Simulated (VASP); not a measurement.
Input of a VASP 6.6.1 run:

File POSCAR:

```
PbO
1.0
    3.9900000000      0.0000000000      0.0000000000
    0.0000000000      3.9900000000      0.0000000000
    0.0000000000      0.0000000000      5.0100000000
Pb O
2 2
Direct
    0.5000000000      0.0000000000      0.7600000000
    0.0000000000      0.5000000000      0.2400000000
    0.5000000000      0.5000000000      0.0000000000
    0.0000000000      0.0000000000      0.0000000000
```

INCAR.step1

```
ALGO = Normal ; EDIFF = 1E-5
ENCUT = 520 ; GGA = PE
ISIF = 2 ; ISMEAR = 0
KPAR = 4 ; LASPH = True
LCHARG = False ; LREAL = False
LWAVE = True ; NELM = 100
PREC = Accurate ; SIGMA = 0.02
```

Contents of INCAR.step2:

```
ALGO = Normal ; EDIFF = 1E-6
ENCUT = 520 ; GGA = PE
HFSCREEN = 0.3 ; ISIF = 2
ISMEAR = 0 ; ISTART = 1
KPAR = 4 ; LASPH = True
LCHARG = False ; LHFCALC = True
LREAL = False ; LWAVE = False
NELM = 100 ; PREC = Accurate
PRECFOCK = Fast ; SIGMA = 0.02
```

Contents of KPOINTS:

```
k-points
0
Gamma
  6 6 4
```

The input KPOINTS_OPT:

```
path GXMGZRAZ,XR,MA
10
line-mode
reciprocal
 0.0000000000  0.0000000000  0.0000000000  G
 0.0000000000  0.5000000000  0.0000000000  X

 0.0000000000  0.5000000000  0.0000000000  X
 0.5000000000  0.5000000000  0.0000000000  M

 0.5000000000  0.5000000000  0.0000000000  M
 0.0000000000  0.0000000000  0.0000000000  G

 0.0000000000  0.0000000000  0.0000000000  G
 0.0000000000  0.0000000000  0.5000000000  Z

 0.0000000000  0.0000000000  0.5000000000  Z
 0.0000000000  0.5000000000  0.5000000000  R

 0.0000000000  0.5000000000  0.5000000000  R
 0.5000000000  0.5000000000  0.5000000000  A

 0.5000000000  0.5000000000  0.5000000000  A
 0.0000000000  0.0000000000  0.5000000000  Z

 0.0000000000  0.5000000000  0.0000000000  X
 0.0000000000  0.5000000000  0.5000000000  R

 0.5000000000  0.5000000000  0.0000000000  M
 0.5000000000  0.5000000000  0.5000000000  A
```

Potentials or basis: VASP PAW PBE potentials, release 64 (Pb_d, O).

Command:

```console
$ cat potpaw_PBE.64/Pb_d/POTCAR potpaw_PBE.64/O/POTCAR > POTCAR
$ cp INCAR.step1 INCAR
$ mpirun -np 4 vasp_std > vasp.out
$ cp INCAR.step2 INCAR
$ mpirun -np 4 vasp_std > vasp.out
```

Problem. Estimate the band gap on the k mesh.

Solution. 1.65 eV, indirect (least direct gap 3.01 eV).

Problem. What does it give for the band gap along the path?

Solution. 1.65 eV, indirect (least direct gap 3.01 eV).

Problem. Predict the largest force.

Solution. 0.550 eV/Å.

Problem. Predict the pressure.

Solution. -0.5 GPa.

Forces in eV/Å, atoms in the order of the input:
```
Pb   0.000  0.000  0.550
Pb   0.000  0.000 -0.550
O    0.000  0.000  0.000
O    0.000  0.000  0.000
```

Caveat: the PAW data sets were made with another functional, which shifts forces and pressure a little; spin-orbit coupling is left out, which as a rule narrows the gap of such compounds by several tenths of an eV.
